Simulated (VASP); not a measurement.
# Si (Fd-3m) in VASP: notebook

One crystal, Si, is run at these levels: HSE06; tasks: single point.

All numbers are computed with VASP 6.6.1; they aren't measurements. Logs are shortened: lines on timing, memory, paths and dates and some standing lists are left out, and cuts for length are marked.

## Step 1: The crystal as given

It takes space group Fd-3m (No. 227, cubic). The conventional cell has a = 5.386 Å, b = 5.386 Å, c = 5.386 Å, α = 90.00°, β = 90.00°, γ = 90.00°. Around Si (site symmetry -43m) lie 4 Si at 2.33 Å.

## Step 2: Single point, HSE06

File POSCAR:

```
Si
1.0
    0.0000000000      2.6928655607      2.6928655607
    2.6928655607      0.0000000000      2.6928655607
    2.6928655607      2.6928655607      0.0000000000
Si
2
Direct
    0.7500000000      0.7500000000      0.7500000000
    0.5000000000      0.5000000000      0.5000000000
```

File INCAR.step1:

```
SYSTEM = Si
PREC = Accurate
ENCUT = 520
EDIFF = 1E-5
ISMEAR = 0
SIGMA = 0.02
LREAL = .False.
LASPH = .True.
NELM = 100
ALGO = Normal
ISIF = 2
LWAVE = .True.
GGA = PE
NBANDS = 11
```

File INCAR.step2:

```
SYSTEM = Si
PREC = Accurate
ENCUT = 520
EDIFF = 1E-6
ISMEAR = 0
SIGMA = 0.02
LREAL = .False.
LASPH = .True.
NELM = 100
ALGO = Normal
ISIF = 2
LWAVE = .False.
LCHARG = .True.
GGA = PE
LHFCALC = .True.
HFSCREEN = 0.2079
PRECFOCK = Normal
LELF = .True.
LVHAR = .True.
ISTART = 1
NBANDS = 11
```

File KPOINTS:

```
Automatic mesh
0
Gamma
  6 6 6
  0 0 0
```

Potentials or basis: VASP PAW PBE potentials, release 64 (Si).

The run is started by

```sh
> cat potpaw_PBE.64/Si/POTCAR > POTCAR
> cp INCAR.step1 INCAR
> mpirun -np 1 vasp_std > vasp.out
> cp INCAR.step2 INCAR
> mpirun -np 1 vasp_std > vasp.out
```

OUTCAR:

```text
SYSTEM = Si
   PREC = Accurate
   ENCUT = 520
   EDIFF = 1E-6
   ISMEAR = 0
   LREAL = .False.
   LASPH = .True.
   NELM = 100
   ISIF = 2
   GGA = PE
   LHFCALC = .True.
   HFSCREEN = 0.2079
   PRECFOCK = Normal
   ISTART = 1

 ion  position               nearest neighbor table
   1  0.750  0.750  0.750-   2 2.33   2 2.33   2 2.33   2 2.33
   2  0.500  0.500  0.500-   1 2.33   1 2.33   1 2.33   1 2.33

  LATTYP: Found a face centered cubic cell.
 ALAT       =     5.3857311214

  Lattice vectors:

 A1 = (   0.0000000000,   2.6928655607,   2.6928655607)
 A2 = (   2.6928655607,   0.0000000000,   2.6928655607)
 A3 = (   2.6928655607,   2.6928655607,   0.0000000000)

Analysis of symmetry for initial positions (statically):
=====================================================================
 Subroutine PRICEL returns:
 Original cell was already a primitive cell.

 Routine SETGRP: Setting up the symmetry group for a
 face centered cubic supercell.

 Subroutine GETGRP returns: Found 48 space group operations
 (whereof 24 operations were pure point group operations)
 out of a pool of 48 trial point group operations.

The static configuration has the point symmetry T_d .
 The point group associated with its full space group is O_h .

Analysis of symmetry for dynamics (positions and initial velocities):
=====================================================================
 Subroutine PRICEL returns:
 Original cell was already a primitive cell.

 Routine SETGRP: Setting up the symmetry group for a
 face centered cubic supercell.

 Subroutine GETGRP returns: Found 48 space group operations
 (whereof 24 operations were pure point group operations)
 out of a pool of 48 trial point group operations.

The dynamic configuration has the point symmetry T_d .
 The point group associated with its full space group is O_h .

 Subroutine INISYM returns: Found 48 space group operations
 (whereof 24 operations are pure point group operations),
 and found     1 'primitive' translations

----------------------------------------------------------------------------------------

                                     Primitive cell

  volume of cell :      39.0548

  direct lattice vectors                    reciprocal lattice vectors
     0.000000000  2.692865561  2.692865561    -0.185675812  0.185675812  0.185675812
     2.692865561  0.000000000  2.692865561     0.185675812 -0.185675812  0.185675812
     2.692865561  2.692865561  0.000000000     0.185675812  0.185675812 -0.185675812

  length of vectors
[... 92 lines left out ...]
     AMIX     =   0.40;   BMIX     =  1.00
     AMIX_MAG =   1.60;   BMIX_MAG =  1.00
  volume/ion in A,a.u.               =      19.53       131.78
  Fermi-wavevector in a.u.,A,eV,Ry     =   0.965043  1.823667 12.671224  0.931309
  Thomas-Fermi vector in A             =   2.094726
   LORBIT       =      0    0 simple, 1 ext, 2 COOP (PROOUT), +10 PAW based schemes
   GGA     = PE    functional components
   LHFCALC =     T    Hartree Fock is set to
   PRECFOCK=normal    Normal, Fast or Accurate (Low or Medium for compatibility)
   ENCUT4O =  -1.0   cutoff for four orbital integrals eV
   NKREDX  =     1    reduce k-point grid by
   NKREDY  =     1    reduce k-point grid by
   NKREDZ  =     1    reduce k-point grid by
   AEXX    =    0.2500 exact exchange contribution
   HFSCREEN=    0.2079 screening length (either q_TF or 0.3 A-1)
   HFSCREENC=   0.2079 screening length for correlation (either q_TF or 0.3 A-1)
   ENCUTFOCK=  -1.0 apply spherical cutoff to Coloumb kernel
   IVDW    =     0    specifies the selected vdW correction
   LEPSILON=     F    determine dielectric tensor
   LRPA    =     F    only Hartree local field effects (RPA)
 non-spin polarized calculation
 Gauss-broadening in eV      SIGMA  =   0.02
  energy-cutoff  :      520.00
  volume of cell :       39.05
 maximum number of plane-waves:      1067
  NGX = 24; NGY = 24; NGZ = 24

 number of electron       8.0000001 magnetization

 Free energy of the ion-electron system (eV)
  ---------------------------------------------------
  ext. energy  EPLUGINS =         0.00000000
  ---------------------------------------------------
  free energy    TOTEN  =       -12.52367004 eV

  energy without entropy =      -12.52367004  energy(sigma->0) =      -12.52367004

 E-fermi :   5.9040     XC(G=0):  -7.9238

 val. band max:        5.7296980664   @ k =   0.0000   0.0000   0.0000
 cond. band min:       6.9715424505   @ k =   0.5000   0.5000   0.0000
 fundamental gap:      1.2418443841
 Fermi energy:         5.9039653206

 k-point     1 :       0.0000    0.0000    0.0000
  band No.  band energies     occupation
      1      -7.7455      2.00000
      2       5.7297      2.00000
      3       5.7297      2.00000
      4       5.7297      2.00000
      5       9.0691      0.00000
      6       9.0691      0.00000
      7       9.0691      0.00000
      8      10.3677      0.00000
      9      14.5355      0.00000
     10      14.5355      0.00000
     11      14.6371      0.00000
[... 197 lines left out ...]
 k-point    16 :      -0.3333    0.5000    0.1667
  band No.  band energies     occupation
      1      -2.8824      2.00000
      2      -2.8824      2.00000
      3       1.6560      2.00000
      4       1.6560      2.00000
      5       9.1887      0.00000
      6       9.1887      0.00000
      7      13.6495      0.00000
      8      13.6495      0.00000
      9      17.7922      0.00000
     10      17.7922      0.00000
     11      20.2751      0.00000

------------------------ aborting loop because EDIFF is reached ----------------------------------------

  FORCE on cell =-STRESS in cart. coord.  units (eV):
  Direction    XX          YY          ZZ          XY          YZ          ZX
  --------------------------------------------------------------------------------------
  -------------------------------------------------------------------------------------
  Total        0.6909082      0.6909082      0.6909082      0.0000000      0.0000000     -0.0000000
  in kB       28.3437239     28.3437239     28.3437239      0.0000000      0.0000000     -0.0000000
  external PRESSURE =      28.3437239 kB  Pullay stress =       0.0000000 kB

 VOLUME and BASIS-vectors are now :
 -----------------------------------------------------------------------------
  energy-cutoff  :      520.00
  volume of cell :       39.05
      direct lattice vectors                 reciprocal lattice vectors
     0.000000000  2.692865561  2.692865561    -0.185675812  0.185675812  0.185675812
     2.692865561  0.000000000  2.692865561     0.185675812 -0.185675812  0.185675812
     2.692865561  2.692865561  0.000000000     0.185675812  0.185675812 -0.185675812

 POSITION                                       TOTAL-FORCE (eV/Angst)
 -----------------------------------------------------------------------------------
      4.03930      4.03930      4.03930         0.000000      0.000000      0.000000
      2.69287      2.69287      2.69287        -0.000000     -0.000000     -0.000000
 -----------------------------------------------------------------------------------
    total drift:                               -0.000000      0.000000     -0.000000

  FREE ENERGIE OF THE ION-ELECTRON SYSTEM (eV)
  ---------------------------------------------------
  free  energy   TOTEN  =       -12.5236700384 eV

  energy  without entropy=      -12.5236700384  energy(sigma->0) =      -12.52367004
```

Wall time 5.7 min (1 thread of Intel Xeon Platinum 8559C (Emerald Rapids), shared host); peak memory 0.26 GiB.

What came out:

```yaml
Free_energy: -12.5237 eV
Pressure: 2.8 GPa
Band_gap_on_the_k_mesh: 1.24 eV, indirect (least direct gap 3.34 eV)
```

Caveat: the PAW data sets were made with another functional, which shifts forces and pressure a little.

## Step 3: Single point, HSE06

This run uses another cell than the first one, of 18.92 Å³/atom, 0.969 times its volume.

File POSCAR:

```
Si
1.0
    0.0000000000      2.6648128378      2.6648128378
    2.6648128378      0.0000000000      2.6648128378
    2.6648128378      2.6648128378      0.0000000000
Si
2
Direct
    0.7500000000      0.7500000000      0.7500000000
    0.5000000000      0.5000000000      0.5000000000
```

Edit INCAR.step1 of step 2 so:

```diff
@@ -12,2 +12,3 @@
 LWAVE = .True.
+LCHARG = .False.
 GGA = PE
```

Edit INCAR.step2 of step 2 so:

```diff
@@ -12,3 +12,3 @@
 LWAVE = .False.
-LCHARG = .True.
+LCHARG = .False.
 GGA = PE
@@ -17,4 +17,2 @@
 PRECFOCK = Normal
-LELF = .True.
-LVHAR = .True.
 ISTART = 1
```

File KPOINTS:

```
regular mesh
0
Gamma
  6 6 6
  0 0 0
```

Potentials or basis: VASP PAW PBE potentials, release 64 (Si).

The run is started by

```sh
> cat potpaw_PBE.64/Si/POTCAR > POTCAR
> cp INCAR.step1 INCAR
> mpirun -np 1 vasp_std > vasp.out
> cp INCAR.step2 INCAR
> mpirun -np 1 vasp_std > vasp.out
```

It took 6 min on 1 thread of Intel Xeon Platinum 8559C (Emerald Rapids), shared host; peak memory 0.25 GiB.

The run converged. Its results:

```
Free energy            : -12.4886 eV
Pressure               : 6.5 GPa
Band gap on the k mesh : 1.17 eV, indirect (least direct gap 3.35 eV)
```

Levels at points of the mesh, in eV from the valence-band top:
```csv
k point,band 1,band 2,band 3,band 4,band 5,band 6,band 7,band 8,band 9
"(0.00, 0.00, 0.00)",-13.72,0.00,0.00,0.00,3.35,3.35,3.35,5.04,8.83
"(0.50, 0.00, 0.00)",-10.97,-8.01,-1.37,-1.37,2.47,4.11,4.11,8.70,11.97
"(0.50, 0.50, 0.00)",-8.87,-8.87,-3.30,-3.30,1.17,1.17,12.01,12.01,12.44
```

Caveat: the PAW data sets were made with another functional, which shifts forces and pressure a little.
